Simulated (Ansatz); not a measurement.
**Molybdenum, bcc under PBE: testing the k-point mesh**

A convergence test of the k-point mesh. The geometry was relaxed under PBE beforehand and stays fixed; 8 values are run, from 2×2×2 to 20×20×20. Wanted are the values from which on the energy stays within 10 and 1 meV/atom, and the pressure within 0.5 GPa, of the last run. Within the series other settings stay, but some runs also write fields, which adds to their time. Spin polarisation is left out.

Program: Ansatz 0.2.0. Level of theory: DFT PBE, plane waves with PAW, scalar-relativistic. These are calculated values, not measurements.

### 1 The starting structure

Symmetry: Im-3m, No. 229, cubic system. Conventional cell: a = 3.163 Å, b = 3.163 Å, c = 3.163 Å, α = 90.00°, β = 90.00°, γ = 90.00°. Mo (site symmetry m-3m) is surrounded by 8 Mo at 2.74 Å.

Coordinates:

```
CELL_PARAMETERS angstrom
-1.58138 1.58138 1.58138
1.58138 -1.58138 1.58138
1.58138 1.58138 -1.58138
ATOMIC_POSITIONS crystal
Mo 0.00000 0.00000 0.00000
```

### 2 k-mesh 2×2×2

The run at 2×2×2.

The input, input.yaml:

```yaml
crystal:
  lattice:
    - [-1.581379395, 1.581379395, 1.581379395]
    - [1.581379395, -1.581379395, 1.581379395]
    - [1.581379395, 1.581379395, -1.581379395]
  atoms:
    - { symbol: Mo, position: [0.0, 0.0, 0.0] }
hamiltonian:
  xc: pbe
  pseudopotentials:
    kind: paw
    azcp:
      Mo: "pseudopotentials/Mo.paw.azcp"
basis:
  ecutwfc: 420
  fft_grid_basis: typed
kpoints:
  mp_grid: { grid: [2, 2, 2], shift: [0, 0, 0] }
magnetization:
  spin_polarized: false
scf:
  occupations: { method: fermi_dirac, width: 0.1 }
  lower_state_search: "off"
output:
  stress: true
```

Run with:

```console
$ ansatz run input.yaml --threads 1 --pin off --max-ram 3584MiB --backend cpu --events-out ev --progress --plain --runs-dir out
```

The log of the run, cut to the lines that bear on the results:

```text
[...]
Pseudopotentials: kind: paw
Pseudopotential: Mo, paw, valence charge 14, recommended cutoff 420 eV (normal), <dir>
Functional definition: PBE
[...]
Crystal: 1 atoms, lattice volume = 15.819 Å³
Basis set: ecut = 420 eV, 321 PW (Γ)
Bands: 11, of which v1, the nominal top of the filled ones, is band 7 counted from 1 (6 counted from 0)
Symmetry: 48 space group operations
Space group: Im-3m (ITA 229), of the structure as read, at distance tolerance 2.5e-5 Å
k-points: 3 of 8
[...]
SCF iter   1: F=—  HF=-4954.901112 eV  |F-HF|=—  |Δ(HF+E_count)|=         —  Δρ=8.44e-3  dr2=5.11e-3  ethr=1.77e-3  ⟨swp⟩=4.7  Hψ=187  notcnv=0
[...]
SCF iter   6: F=-4954.903040 eV  HF=-4954.903040 eV  |F-HF|=2.06e-10  |Δ(HF+E_count)|=   1.11e-8  Δρ=2.86e-6  dr2=7.26e-10  ethr=3.91e-10  ⟨swp⟩=2.3  Hψ=114  notcnv=0
[...]
SCF converged after 6 iterations
Free energy (F): -4954.903040 eV
[...]
E sigma→0 (E₀):  -4954.788735 eV
Entropy (-TS):   -0.228609 eV (-228.609 meV/atom)
Fermi energy:    22.419961 eV
[...]
--- Stress (GPa, compression-positive) ---
        9.783197      -0.000000       0.000000
       -0.000000       9.783197      -0.000000
        0.000000       0.000000       9.783197
  P = ⅓ Tr σ = 9.7832 GPa (97.832 kbar)
```

Wall time 0.58 s (1 thread of Intel Xeon Platinum 8259CL at 2.50GHz (Skylake/Cascade Lake), shared host); peak memory 0.43 GiB.

### 3 k-mesh 4×4×4

The run at 4×4×4.

Changes to input.yaml since step 2:

```diff
@@ -17,3 +17,3 @@
 kpoints:
-  mp_grid: { grid: [2, 2, 2], shift: [0, 0, 0] }
+  mp_grid: { grid: [4, 4, 4], shift: [0, 0, 0] }
 magnetization:
@@ -25 +25,5 @@
   stress: true
+  write_density: true
+  write_potential: true
+  elf: true
+  volumetric_format: npy
```

Run with:

```console
$ ansatz run input.yaml --threads 1 --pin off --max-ram 3584MiB --backend cpu --events-out ev --progress --plain --runs-dir out
```

The log of the run, cut to the lines that bear on the results:

```text
[...]
Pseudopotentials: kind: paw
Pseudopotential: Mo, paw, valence charge 14, recommended cutoff 420 eV (normal), <dir>
Functional definition: PBE
[...]
Crystal: 1 atoms, lattice volume = 15.819 Å³
Basis set: ecut = 420 eV, 321 PW (Γ)
Bands: 11, of which v1, the nominal top of the filled ones, is band 7 counted from 1 (6 counted from 0)
Symmetry: 48 space group operations
Space group: Im-3m (ITA 229), of the structure as read, at distance tolerance 2.5e-5 Å
k-points: 8 of 64
[...]
SCF iter   1: F=—  HF=-4955.987498 eV  |F-HF|=—  |Δ(HF+E_count)|=         —  Δρ=5.40e-3  dr2=1.39e-3  ethr=1.77e-3  ⟨swp⟩=4.9  Hψ=513  notcnv=0
[...]
SCF iter   6: F=-4955.987320 eV  HF=-4955.987320 eV  |F-HF|=1.27e-11  |Δ(HF+E_count)|=   1.44e-9  Δρ=5.13e-7  dr2=1.09e-11  ethr=1.39e-11  ⟨swp⟩=4.1  Hψ=427  notcnv=0
[...]
SCF converged after 6 iterations
Free energy (F): -4955.987320 eV
[...]
E sigma→0 (E₀):  -4955.984904 eV
Entropy (-TS):   -0.004833 eV (-4.833 meV/atom)
Fermi energy:    20.703646 eV
[...]
--- Stress (GPa, compression-positive) ---
        0.045133      -0.000000      -0.000000
       -0.000000       0.045133       0.000000
       -0.000000      -0.000000       0.045133
  P = ⅓ Tr σ = 0.0451 GPa (0.451 kbar)
--- Band table (eV; the first three rows and the last of 8) ---
  k-point 0: bands = ["-40.4102", "-13.7003", "-13.7003", "-13.7003", "13.6288", "19.5080", "19.5080", "19.5080", "22.4831", "22.4831", "35.4893"]
[...]
```

Run time: 0.75 s. Hardware: 1 thread of Intel Xeon Platinum 8259CL at 2.50GHz (Skylake/Cascade Lake), shared host; peak memory 0.44 GiB.

### 4 k-mesh 5×5×5

The run at 5×5×5.

Changes to input.yaml since step 3:

```diff
@@ -17,3 +17,3 @@
 kpoints:
-  mp_grid: { grid: [4, 4, 4], shift: [0, 0, 0] }
+  mp_grid: { grid: [5, 5, 5], shift: [0, 0, 0] }
 magnetization:
@@ -25,5 +25 @@
   stress: true
-  write_density: true
-  write_potential: true
-  elf: true
-  volumetric_format: npy
```

Run with:

```console
$ ansatz run input.yaml --threads 1 --pin off --max-ram 3584MiB --backend cpu --events-out ev --progress --plain --runs-dir out
```

The log of the run, cut to the lines that bear on the results:

```text
[...]
Pseudopotentials: kind: paw
Pseudopotential: Mo, paw, valence charge 14, recommended cutoff 420 eV (normal), <dir>
Functional definition: PBE
[...]
Crystal: 1 atoms, lattice volume = 15.819 Å³
Basis set: ecut = 420 eV, 321 PW (Γ)
Bands: 11, of which v1, the nominal top of the filled ones, is band 7 counted from 1 (6 counted from 0)
Symmetry: 48 space group operations
Space group: Im-3m (ITA 229), of the structure as read, at distance tolerance 2.5e-5 Å
k-points: 10 of 125
[...]
SCF iter   1: F=—  HF=-4956.076001 eV  |F-HF|=—  |Δ(HF+E_count)|=         —  Δρ=3.60e-3  dr2=1.75e-3  ethr=1.77e-3  ⟨swp⟩=4.9  Hψ=621  notcnv=0
[...]
SCF iter   6: F=-4956.075654 eV  HF=-4956.075654 eV  |F-HF|=3.64e-12  |Δ(HF+E_count)|=  6.58e-10  Δρ=3.68e-7  dr2=7.01e-12  ethr=8.55e-12  ⟨swp⟩=1.1  Hψ=342  notcnv=0
[...]
SCF converged after 6 iterations
Free energy (F): -4956.075654 eV
[...]
E sigma→0 (E₀):  -4956.055238 eV
Entropy (-TS):   -0.040831 eV (-40.831 meV/atom)
Fermi energy:    20.951157 eV
[...]
--- Stress (GPa, compression-positive) ---
       -2.559413       0.000000       0.000000
        0.000000      -2.559413       0.000000
        0.000000      -0.000000      -2.559413
  P = ⅓ Tr σ = -2.5594 GPa (-25.594 kbar)
```

Run time: 0.51 s. Hardware: 1 thread of Intel Xeon Platinum 8259CL at 2.50GHz (Skylake/Cascade Lake), shared host; peak memory 0.44 GiB.

### 5 k-mesh 7×7×7

The run at 7×7×7.

Changes to input.yaml since step 4:

```diff
@@ -17,3 +17,3 @@
 kpoints:
-  mp_grid: { grid: [5, 5, 5], shift: [0, 0, 0] }
+  mp_grid: { grid: [7, 7, 7], shift: [0, 0, 0] }
 magnetization:
@@ -25 +25,5 @@
   stress: true
+  write_density: true
+  write_potential: true
+  elf: true
+  volumetric_format: npy
```

Run with:

```console
$ ansatz run input.yaml --threads 1 --pin off --max-ram 3584MiB --backend cpu --events-out ev --progress --plain --runs-dir out
```

The log of the run, cut to the lines that bear on the results:

```text
[...]
Pseudopotentials: kind: paw
Pseudopotential: Mo, paw, valence charge 14, recommended cutoff 420 eV (normal), <dir>
Functional definition: PBE
[...]
Crystal: 1 atoms, lattice volume = 15.819 Å³
Basis set: ecut = 420 eV, 321 PW (Γ)
Bands: 11, of which v1, the nominal top of the filled ones, is band 7 counted from 1 (6 counted from 0)
Symmetry: 48 space group operations
Space group: Im-3m (ITA 229), of the structure as read, at distance tolerance 2.5e-5 Å
k-points: 20 of 343
[...]
SCF iter   1: F=—  HF=-4956.004778 eV  |F-HF|=—  |Δ(HF+E_count)|=         —  Δρ=3.45e-3  dr2=8.19e-4  ethr=1.77e-3  ⟨swp⟩=5.0  Hψ=1271  notcnv=0
[...]
SCF iter   6: F=-4956.004875 eV  HF=-4956.004875 eV  |F-HF|=1.09e-9  |Δ(HF+E_count)|=   5.46e-9  Δρ=5.50e-6  dr2=1.62e-9  ethr=1.31e-10  ⟨swp⟩=4.3  Hψ=1124  notcnv=0
[...]
SCF converged after 6 iterations
Free energy (F): -4956.004875 eV
[...]
E sigma→0 (E₀):  -4955.988164 eV
Entropy (-TS):   -0.033422 eV (-33.422 meV/atom)
Fermi energy:    20.801752 eV
[...]
--- Stress (GPa, compression-positive) ---
        0.073381       0.000000      -0.000000
        0.000000       0.073381      -0.000000
       -0.000000       0.000000       0.073381
  P = ⅓ Tr σ = 0.0734 GPa (0.734 kbar)
--- Band table (eV; the first three rows and the last of 20) ---
  k-point 0: bands = ["-40.4575", "-13.7450", "-13.7450", "-13.7450", "13.6273", "19.4767", "19.4767", "19.4767", "22.4571", "22.4571", "35.4925"]
[...]
```

Wall time 0.94 s (1 thread of Intel Xeon Platinum 8259CL at 2.50GHz (Skylake/Cascade Lake), shared host); peak memory 0.44 GiB.

### 6 k-mesh 9×9×9

The run at 9×9×9.

Changes to input.yaml since step 5:

```diff
@@ -17,3 +17,3 @@
 kpoints:
-  mp_grid: { grid: [7, 7, 7], shift: [0, 0, 0] }
+  mp_grid: { grid: [9, 9, 9], shift: [0, 0, 0] }
 magnetization:
```

Run with:

```console
$ ansatz run input.yaml --threads 1 --pin off --max-ram 3584MiB --backend cpu --events-out ev --progress --plain --runs-dir out
```

The log of the run, cut to the lines that bear on the results:

```text
[...]
Pseudopotentials: kind: paw
Pseudopotential: Mo, paw, valence charge 14, recommended cutoff 420 eV (normal), <dir>
Functional definition: PBE
[...]
Crystal: 1 atoms, lattice volume = 15.819 Å³
Basis set: ecut = 420 eV, 321 PW (Γ)
Bands: 11, of which v1, the nominal top of the filled ones, is band 7 counted from 1 (6 counted from 0)
Symmetry: 48 space group operations
Space group: Im-3m (ITA 229), of the structure as read, at distance tolerance 2.5e-5 Å
k-points: 35 of 729
[...]
SCF iter   1: F=—  HF=-4956.047109 eV  |F-HF|=—  |Δ(HF+E_count)|=         —  Δρ=3.67e-3  dr2=1.10e-3  ethr=1.77e-3  ⟨swp⟩=5.0  Hψ=2222  notcnv=0
[...]
SCF iter   6: F=-4956.046923 eV  HF=-4956.046923 eV  |F-HF|=3.10e-9  |Δ(HF+E_count)|=   1.83e-8  Δρ=9.49e-6  dr2=4.62e-9  ethr=3.40e-10  ⟨swp⟩=4.6  Hψ=1946  notcnv=0
[...]
SCF converged after 6 iterations
Free energy (F): -4956.046923 eV
[...]
E sigma→0 (E₀):  -4956.037092 eV
Entropy (-TS):   -0.019663 eV (-19.663 meV/atom)
Fermi energy:    20.797426 eV
[...]
--- Stress (GPa, compression-positive) ---
       -0.652798      -0.000000       0.000000
       -0.000000      -0.652798      -0.000000
       -0.000000       0.000000      -0.652798
  P = ⅓ Tr σ = -0.6528 GPa (-6.528 kbar)
--- Band table (eV; the first three rows and the last of 35) ---
  k-point 0: bands = ["-40.4755", "-13.7614", "-13.7614", "-13.7614", "13.6266", "19.4678", "19.4678", "19.4678", "22.4475", "22.4475", "35.4924"]
[...]
```

Run time: 0.84 s. Hardware: 1 thread of Intel Xeon Platinum 8259CL at 2.50GHz (Skylake/Cascade Lake), shared host; peak memory 0.45 GiB.

### 7 k-mesh 11×11×11

The run at 11×11×11.

Changes to input.yaml since step 6:

```diff
@@ -17,3 +17,3 @@
 kpoints:
-  mp_grid: { grid: [9, 9, 9], shift: [0, 0, 0] }
+  mp_grid: { grid: [11, 11, 11], shift: [0, 0, 0] }
 magnetization:
@@ -25,5 +25 @@
   stress: true
-  write_density: true
-  write_potential: true
-  elf: true
-  volumetric_format: npy
```

Run with:

```console
$ ansatz run input.yaml --threads 1 --pin off --max-ram 3584MiB --backend cpu --events-out ev --progress --plain --runs-dir out
```

The log of the run, cut to the lines that bear on the results:

```text
[...]
Pseudopotentials: kind: paw
Pseudopotential: Mo, paw, valence charge 14, recommended cutoff 420 eV (normal), <dir>
Functional definition: PBE
[...]
Crystal: 1 atoms, lattice volume = 15.819 Å³
Basis set: ecut = 420 eV, 321 PW (Γ)
Bands: 11, of which v1, the nominal top of the filled ones, is band 7 counted from 1 (6 counted from 0)
Symmetry: 48 space group operations
Space group: Im-3m (ITA 229), of the structure as read, at distance tolerance 2.5e-5 Å
k-points: 56 of 1331
[...]
SCF iter   1: F=—  HF=-4956.015504 eV  |F-HF|=—  |Δ(HF+E_count)|=         —  Δρ=2.10e-3  dr2=3.81e-4  ethr=1.77e-3  ⟨swp⟩=5.0  Hψ=3588  notcnv=0
[...]
SCF iter   6: F=-4956.015507 eV  HF=-4956.015507 eV  |F-HF|=3.29e-9  |Δ(HF+E_count)|=   1.13e-8  Δρ=8.96e-6  dr2=4.64e-9  ethr=2.59e-10  ⟨swp⟩=2.0  Hψ=2061  notcnv=0
[...]
SCF converged after 6 iterations
Free energy (F): -4956.015507 eV
[...]
E sigma→0 (E₀):  -4956.000195 eV
Entropy (-TS):   -0.030625 eV (-30.625 meV/atom)
Fermi energy:    20.753226 eV
[...]
--- Stress (GPa, compression-positive) ---
       -0.048060      -0.000000      -0.000000
       -0.000000      -0.048060       0.000000
       -0.000000       0.000000      -0.048060
  P = ⅓ Tr σ = -0.0481 GPa (-0.481 kbar)
```

Wall time 0.95 s (1 thread of Intel Xeon Platinum 8259CL at 2.50GHz (Skylake/Cascade Lake), shared host); peak memory 0.45 GiB.

### 8 k-mesh 15×15×15

The run at 15×15×15.

Changes to input.yaml since step 7:

```diff
@@ -17,3 +17,3 @@
 kpoints:
-  mp_grid: { grid: [11, 11, 11], shift: [0, 0, 0] }
+  mp_grid: { grid: [15, 15, 15], shift: [0, 0, 0] }
 magnetization:
```

Run with:

```console
$ ansatz run input.yaml --threads 1 --pin off --max-ram 3584MiB --backend cpu --events-out ev --progress --plain --runs-dir out
```

The log of the run, cut to the lines that bear on the results:

```text
[...]
Pseudopotentials: kind: paw
Pseudopotential: Mo, paw, valence charge 14, recommended cutoff 420 eV (normal), <dir>
Functional definition: PBE
[...]
Crystal: 1 atoms, lattice volume = 15.819 Å³
Basis set: ecut = 420 eV, 321 PW (Γ)
Bands: 11, of which v1, the nominal top of the filled ones, is band 7 counted from 1 (6 counted from 0)
Symmetry: 48 space group operations
Space group: Im-3m (ITA 229), of the structure as read, at distance tolerance 2.5e-5 Å
k-points: 120 of 3375
[...]
SCF iter   1: F=—  HF=-4956.030358 eV  |F-HF|=—  |Δ(HF+E_count)|=         —  Δρ=2.37e-3  dr2=5.21e-4  ethr=1.77e-3  ⟨swp⟩=5.0  Hψ=7680  notcnv=0
[...]
SCF iter   6: F=-4956.030308 eV  HF=-4956.030308 eV  |F-HF|=1.93e-9  |Δ(HF+E_count)|=   9.38e-9  Δρ=7.63e-6  dr2=2.94e-9  ethr=1.93e-10  ⟨swp⟩=2.0  Hψ=4261  notcnv=0
[...]
SCF converged after 6 iterations
Free energy (F): -4956.030308 eV
[...]
E sigma→0 (E₀):  -4956.019224 eV
Entropy (-TS):   -0.022169 eV (-22.169 meV/atom)
Fermi energy:    20.777322 eV
[...]
--- Stress (GPa, compression-positive) ---
       -0.291403       0.000000       0.000000
       -0.000000      -0.291403       0.000000
       -0.000000      -0.000000      -0.291403
  P = ⅓ Tr σ = -0.2914 GPa (-2.914 kbar)
```

Run time: 2.3 s. Hardware: 1 thread of Intel Xeon Platinum 8259CL at 2.50GHz (Skylake/Cascade Lake), shared host; peak memory 0.46 GiB.

### 9 k-mesh 20×20×20

The run at 20×20×20.

Changes to input.yaml since step 8:

```diff
@@ -17,3 +17,3 @@
 kpoints:
-  mp_grid: { grid: [15, 15, 15], shift: [0, 0, 0] }
+  mp_grid: { grid: [20, 20, 20], shift: [0, 0, 0] }
 magnetization:
```

Run with:

```console
$ ansatz run input.yaml --threads 1 --pin off --max-ram 3584MiB --backend cpu --events-out ev --progress --plain --runs-dir out
```

The log of the run, cut to the lines that bear on the results:

```text
[...]
Pseudopotentials: kind: paw
Pseudopotential: Mo, paw, valence charge 14, recommended cutoff 420 eV (normal), <dir>
Functional definition: PBE
[...]
Crystal: 1 atoms, lattice volume = 15.819 Å³
Basis set: ecut = 420 eV, 321 PW (Γ)
Bands: 11, of which v1, the nominal top of the filled ones, is band 7 counted from 1 (6 counted from 0)
Symmetry: 48 space group operations
Space group: Im-3m (ITA 229), of the structure as read, at distance tolerance 2.5e-5 Å
k-points: 256 of 8000
[...]
SCF iter   1: F=—  HF=-4956.033577 eV  |F-HF|=—  |Δ(HF+E_count)|=         —  Δρ=2.73e-3  dr2=6.39e-4  ethr=1.77e-3  ⟨swp⟩=5.0  Hψ=16369  notcnv=0
[...]
SCF iter   6: F=-4956.033546 eV  HF=-4956.033546 eV  |F-HF|=2.98e-9  |Δ(HF+E_count)|=   1.51e-8  Δρ=9.22e-6  dr2=4.40e-9  ethr=2.88e-10  ⟨swp⟩=2.0  Hψ=9479  notcnv=0
[...]
SCF converged after 6 iterations
Free energy (F): -4956.033546 eV
[...]
E sigma→0 (E₀):  -4956.023422 eV
Entropy (-TS):   -0.020247 eV (-20.247 meV/atom)
Fermi energy:    20.819709 eV
[...]
--- Stress (GPa, compression-positive) ---
       -0.405519       0.000000      -0.000000
        0.000000      -0.405519      -0.000000
       -0.000000       0.000000      -0.405519
  P = ⅓ Tr σ = -0.4055 GPa (-4.055 kbar)
```

Run time: 3.6 s. Hardware: 1 thread of Intel Xeon Platinum 8259CL at 2.50GHz (Skylake/Cascade Lake), shared host; peak memory 0.51 GiB.

### 10 Convergence table

Differences are taken from the run at 20×20×20.

```tsv
k-mesh	k-points	E(σ → 0) (meV/atom)	P (GPa)	SCF cycles	CPU time
2×2×2	3	1234.69	9.78	6	0.57 s
4×4×4	8	38.52	0.05	6	0.75 s
5×5×5	10	-31.82	-2.56	6	0.5 s
7×7×7	20	35.26	0.07	6	0.93 s
9×9×9	35	-13.67	-0.65	6	0.84 s
11×11×11	56	23.23	-0.05	6	0.95 s
15×15×15	120	4.20	-0.29	6	2.3 s
20×20×20	256	0.00	-0.41	6	3.6 s
```

### 11 What came out

```
                                           quantity                        value
      E(σ → 0) stays within 10 meV/atom of 20×20×20             from 15×15×15 on
                   E(σ → 0) stays within 1 meV/atom  not reached before 20×20×20
                      pressure stays within 0.5 GPa                from 7×7×7 on
                               pressure at 20×20×20                    -0.41 GPa
                    CPU time, dearest over cheapest                          7.3
energy of a separate run on a finer mesh (23×23×23)  -0.1 meV/atom from 20×20×20
```

In words: The far end, 2×2×2, lies +1235 meV/atom and +10.2 GPa from the yardstick. The error changes sign along the series: k-point sums are not variational. The energy has not settled to 1 meV/atom before the last mesh. A Fermi surface needs many points. A run on a finer mesh agrees with the yardstick to 1 meV/atom.
